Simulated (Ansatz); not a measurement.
# WS2: the cost of one run

Method: plane waves, PAW, in Ansatz 0.2.0.

1 further run of the same task is left out (it didn't finish). Runs told in other sessions of the task aren't counted.

**1. The structure to begin with**

The structure is cubic, space group Fm-3m (No. 225). Conventional cell: a = 5.862 Å, b = 5.862 Å, c = 5.862 Å, α = 90.00°, β = 90.00°, γ = 90.00°. W (site symmetry m-3m) is surrounded by 8 S at 2.54 Å. S (site symmetry -43m) has 4 W at 2.54 Å in its first shell of neighbours.

Structure file:

```cif
data_structure
_symmetry_space_group_name_H-M 'P 1'
_symmetry_Int_Tables_number 1
_cell_length_a 4.1453
_cell_length_b 4.1453
_cell_length_c 4.1453
_cell_angle_alpha 60.000
_cell_angle_beta 60.000
_cell_angle_gamma 60.000
_cell_volume 50.37
loop_
_atom_site_label
_atom_site_type_symbol
_atom_site_fract_x
_atom_site_fract_y
_atom_site_fract_z
_atom_site_occupancy
W1 W 0.00000 0.00000 0.00000 1
S1 S 0.25000 0.25000 0.25000 1
S2 S 0.75000 0.75000 0.75000 1
```

The cell was relaxed beforehand with r2SCAN; those runs aren't shown. No spin polarisation is used; should the compound be magnetic, its bands and low-energy spectrum would differ. No run includes spin-orbit coupling, which matters for W.

**2. PBE, anion s p, 6×6×6**

Input file input.yaml:

```yaml
crystal:
  lattice:
    - [0.0, 2.9311595465, 2.9311595465]
    - [2.9311595465, 0.0, 2.9311595465]
    - [2.9311595465, 2.9311595465, 0.0]
  atoms:
    - { symbol: W, position: [0.0, 0.0, 0.0] }
    - { symbol: S, position: [0.25, 0.25, 0.25] }
    - { symbol: S, position: [0.75, 0.75, 0.75] }
kpoints:
  mp_grid: { grid: [6, 6, 6] }
  band_path:
    path:
      - [[0.0, 0.0, 0.0], [0.5, 1.738346873353e-35, 0.5], [0.625, 0.25, 0.625]]
      - [[0.375, 0.375, 0.75], [0.0, 0.0, 0.0], [0.5, 0.5, 0.5], [0.5, 0.25, 0.75], [0.5, 1.738346873353e-35, 0.5]]
    npoints: 10
hamiltonian:
  xc: pbe
scf:
  occupations: { method: fermi_dirac, width: 0.02 }
  n_extra_bands: 6
output:
  forces: false
  stress: false
  eigenvalues: true
  wannier:
    kmesh: [6, 6, 6]
    projections: [{ species: S, l: s, shell: 3 }, { species: S, l: p, shell: 3 }]
    minimise: true
    write_hr: true
    conv_tol: 1.0e-08
    max_iter: 3000
```

Run with:

```bash
> ansatz run input.yaml --threads 4 --pin off --max-ram 3686MiB --backend cpu --events-out ev --progress --plain --runs-dir out
```

**Question.** How long does this run take on 4 threads of Arm Neoverse V2, shared host, and how much memory does it need?

About 1.9 s, with a peak of 0.39 GiB.
